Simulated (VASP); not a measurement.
Set up this calculation in VASP 6.6.1, as the native input.

* Task: single point
* Functional: PBE
* Dispersion: D3(BJ)
* Potentials or basis: VASP PAW PBE potentials, release 64 (Cl, H, N)
* Cutoff: 520 eV
* k mesh: 1 × 1 × 1
* Occupations: fermi-dirac, width 0.02 eV
* Spin: no spin polarisation
* Dipole correction: no
* Further INCAR settings: ALGO = Normal; EDIFF = 1e-06; NBANDS = 39

The structure of HN2Cl lies in POSCAR:

```
HN2Cl
1.0
    6.8894190000      0.0000000000      0.0000000000
    0.0000000000      6.8894190000      0.0000000000
    0.0000000000      0.0000000000      6.8894190000
Cl H N
3 3 6
Direct
    0.3625559717      0.7525453162      0.1853712193
    0.3166304735      0.2489614872      0.0977150613
    0.0572907527      0.5433985072      0.5507285883
    0.2226748003      0.8750810482      0.2408766254
    0.1979412197      0.2928693987     -0.0460706483
    0.1499255598      0.6759350825      0.6478775641
    0.4968198334      0.6227375632      0.7369561933
    0.6232891337      0.5375925024      0.7087535248
    0.7853056985      0.1834262076      0.0234852895
    0.8434383219      0.1471241624      0.1653695326
    0.6716386389      1.1085405025      0.5889611301
    0.5452419137      1.0605829026      0.6724950246
```

The cell was built by a generator and needn't be a form met in nature.

These files were run (other wordings do the same):

INCAR

```
PREC = Accurate ; ENCUT = 520
EDIFF = 1E-6 ; ISMEAR = -1
SIGMA = 0.02 ; LREAL = False
LASPH = True ; NELM = 60
ALGO = Normal ; ISIF = 2
LWAVE = False ; LCHARG = False
GGA = PE ; IVDW = 12
NBANDS = 39
```

KPOINTS

```
Automatic mesh
0
Gamma
  1 1 1
```

Potentials or basis: VASP PAW PBE potentials, release 64 (Cl, H, N).

The run is started by

```bash
$ cat potpaw_PBE.64/Cl/POTCAR potpaw_PBE.64/H/POTCAR potpaw_PBE.64/N/POTCAR > POTCAR
$ mpirun -np 1 vasp_gam > vasp.out
```

Results of the run:

```
Pressure                   : 2.7 GPa
Largest force              : 7.996 eV/Å
Band gap on the k mesh     : 4.98 eV, direct
Dispersion energy per atom : -0.051 eV
```

Caveat: the standard files for N, O and F lose accuracy on very short bonds.

It took 44 s on 1 thread of Intel(R) Xeon(R) Platinum 8375C CPU @ 2.90GHz (Ice Lake), on a shared host, peak memory 0.39 GiB.
